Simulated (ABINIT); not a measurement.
C:

```
C
1.0
     0.00000    1.78337    1.78337
     1.78337    0.00000    1.78337
     1.78337    1.78337    0.00000
C
2
Direct
  0.75000 0.75000 0.75000
  0.50000 0.50000 0.50000
```

This isn't the form of C at room conditions, which is graphite.

Base run:

* Program: ABINIT 10.8.3 (patched build)
* Functional: SOGGA
* Potentials or basis: JTH PAW PBE v2.0
* Cutoff: 544 eV
* k mesh: 13 × 13 × 13
* Occupations: fermi-dirac, width 0.05 eV
* Spin: no spin polarisation

Its results: band gap on the k mesh 3.92 eV, indirect (least direct gap 5.50 eV); pressure -7.3 GPa.

Q: After a change of settings the same cell gave: band gap on the k mesh 4.40 eV, indirect (least direct gap 5.68 eV); pressure 8.8 GPa. Which change was it?
A. functional from SOGGA to RPBE
B. functional from SOGGA to PBE; k mesh from 13 × 13 × 13 to 17 × 17 × 17
C. functional from SOGGA to rPW86PBE
D. functional from SOGGA to BP86

A: C.

Caveats: the PAW data sets were made with another functional, which shifts forces and pressure a little.

Not every run made on this cell is shown here.
